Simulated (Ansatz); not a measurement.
AlNi

```xyz
2
Lattice="2.8810 0.0000 0.0000 0.0000 2.8810 0.0000 0.0000 0.0000 2.8810" Properties=species:S:1:pos:R:3 pbc="T T T"
Al    0.0000    0.0000    0.0000
Ni    1.4405    1.4405    1.4405
```

Atom numbers follow the list: Al1, Ni2.

The cell is COD entry 9008802, as deposited and not checked against the literature; nothing was relaxed.

Methods: DFT, PBE, all-electron LAPW, scalar-relativistic (Ansatz 0.2.0); DFT, PBE, PAW with Ansatz's default frozen-core files, scalar-relativistic (Ansatz 0.2.0).

For LAPW: a Γ-centred 14×14×14 k mesh, Fermi–Dirac smearing of 0.03 eV, basis error target 0.5 meV/atom, spin-polarised from start moments Ni2 1.5 μB (the moments died away, and the run ended non-magnetic). PAW takes a cutoff of 420 eV at this cell. The Ansatz runs share mesh, smearing and spin set-up. Values come from LAPW unless marked.

```
Bader charges (from the PAW run)                                                                                       : Al1 +1.70, Ni2 -1.70 e
Löwdin charges (with 0.18 e of the cell spilling out of the atomic basis, so their sizes and signs hang on that basis) : Al1 -0.39, Ni2 0.57 e
Pressure at this cell                                                                                                  : 2.03 GPa
Volume per atom                                                                                                        : 11.96 Å³
```

Task: Predict this quantity. Band gap.

Result: none: bands cross the Fermi level, a metal.

Task: Predict this quantity. Density of states at the Fermi level (0.2 eV bin).

Result: 0.89 states/eV per cell.
